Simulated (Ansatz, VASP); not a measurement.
**One calculation of Al, two programs**

```xyz
2
Lattice="2.8777 0.0000 0.0000 -1.4388 2.4921 0.0000 0.0000 0.0000 4.6015" Properties=species:S:1:pos:R:3 pbc="T T T"
Al    0.0000    1.6614    3.4511
Al    1.4388    0.8307    1.1504
```

Alike in both runs: functional HSE06; k mesh 8 × 8 × 6; occupations gaussian, width 0.05 eV; no spin polarisation.

Ansatz relaxed the structure, and its values are those at the end. VASP's run is a single point on that final structure, the one shown.

|  | VASP | Ansatz |
| --- | --- | --- |
| version | VASP 6.6.1 | Ansatz 0.2.0 |
| potentials or method | VASP PAW PBE potentials, release 64 (Al) | scalar-relativistic, plane waves, PAW |
| plane-wave cutoff (eV) | 520 | 420 |
| valence electrons in the cell | 6 | 6 |

Ansatz gave:

| Quantity | Value |
| --- | --- |
| pressure (GPa) | -0.4 |

What did VASP give for the same quantities?

Pressure (GPa): -0.3.

Ansatz warned: «filled_band_counts_differ_across_k_points».

Caveats: the PAW data sets were made with another functional, which shifts forces and pressure a little (VASP).
